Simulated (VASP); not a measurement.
Set up this calculation in VASP 6.6.1, as the native input.

| Property | Result |
| --- | --- |
| Task | band structure |
| Functional | r2SCAN0 |
| Potentials or basis | VASP PAW PBE potentials, release 64 (Os) |
| Cutoff | 520 eV |
| k mesh | 6 × 6 × 3 |
| Occupations | fermi-dirac, width 0.05 eV |
| Spin | no spin polarisation |
| Grid for exact exchange (PRECFOCK) | Fast |
| Exchange at q = 0 | default |
| Further INCAR settings | ALGO = Normal; EDIFF = 1e-07; NBANDS = 15 |

Os:

```
Os
1.0
     2.73410    0.00000    0.00000
    -1.36705    2.36780    0.00000
     0.00000    0.00000    4.31970
Os
2
Direct
  0.66667 0.33333 0.75000
  0.33333 0.66667 0.25000
```

One way to write it, as run:

POSCAR

```
Os
1.0
    2.7341000000      0.0000000000      0.0000000000
   -1.3670500000      2.3678000565      0.0000000000
    0.0000000000      0.0000000000      4.3197000000
Os
2
Direct
    0.6666666667      0.3333333333      0.7500000000
    0.3333333333      0.6666666667      0.2500000000
```

INCAR.step1

```
PREC = Accurate
ENCUT = 520
EDIFF = 1E-5
ISMEAR = -1
SIGMA = 0.05
LREAL = False
LASPH = True
NELM = 100
ALGO = Normal
ISIF = 2
LWAVE = True
LCHARG = False
LMAXMIX = 4
NBANDS = 15
GGA = PE
```

INCAR.step2

```
PREC = Accurate
ENCUT = 520
EDIFF = 1E-7
ISMEAR = -1
SIGMA = 0.05
LREAL = False
LASPH = True
NELM = 100
ALGO = Normal
ISIF = 2
LWAVE = False
LCHARG = False
LMAXMIX = 4
METAGGA = R2SCAN
LHFCALC = True
AEXX = 0.25
LMIXTAU = True
PRECFOCK = Fast
NBANDS = 15
ISTART = 1
```

KPOINTS

```
Automatic mesh
0
Gamma
  6 6 3
```

KPOINTS_OPT

```
path GMKGALHA,LM,KH
10
line-mode
reciprocal
 0.0000000000  0.0000000000  0.0000000000  G
 0.5000000000  0.0000000000  0.0000000000  M

 0.5000000000  0.0000000000  0.0000000000  M
 0.3333333333  0.3333333333  0.0000000000  K

 0.3333333333  0.3333333333  0.0000000000  K
 0.0000000000  0.0000000000  0.0000000000  G

 0.0000000000  0.0000000000  0.0000000000  G
 0.0000000000  0.0000000000  0.5000000000  A

 0.0000000000  0.0000000000  0.5000000000  A
 0.5000000000  0.0000000000  0.5000000000  L

 0.5000000000  0.0000000000  0.5000000000  L
 0.3333333333  0.3333333333  0.5000000000  H

 0.3333333333  0.3333333333  0.5000000000  H
 0.0000000000  0.0000000000  0.5000000000  A

 0.5000000000  0.0000000000  0.5000000000  L
 0.5000000000  0.0000000000  0.0000000000  M

 0.3333333333  0.3333333333  0.0000000000  K
 0.3333333333  0.3333333333  0.5000000000  H
```

Potentials or basis: VASP PAW PBE potentials, release 64 (Os).

Command:

```bash
$ cat potpaw_PBE.64/Os/POTCAR > POTCAR
$ cp INCAR.step1 INCAR
$ mpirun -np 1 vasp_std > vasp.out
$ cp INCAR.step2 INCAR
$ mpirun -np 1 vasp_std > vasp.out
```

Results of the run:

```json
{"Pressure": "-8.1 GPa"}
```

Caveat: the k mesh is coarse (spacing up to 0.48 Å⁻¹), so the values aren't converged, least of all with exact exchange; an unscreened hybrid on a path of extra k points without a Coulomb cutoff has errors near the mesh points, so the bands along the path aren't reliable; the PAW data sets were made with another functional, which shifts forces and pressure a little.

Run time: 24 min on 1 thread of AMD EPYC 9R45 (Zen 5) (shared host), peak memory 0.14 GiB.
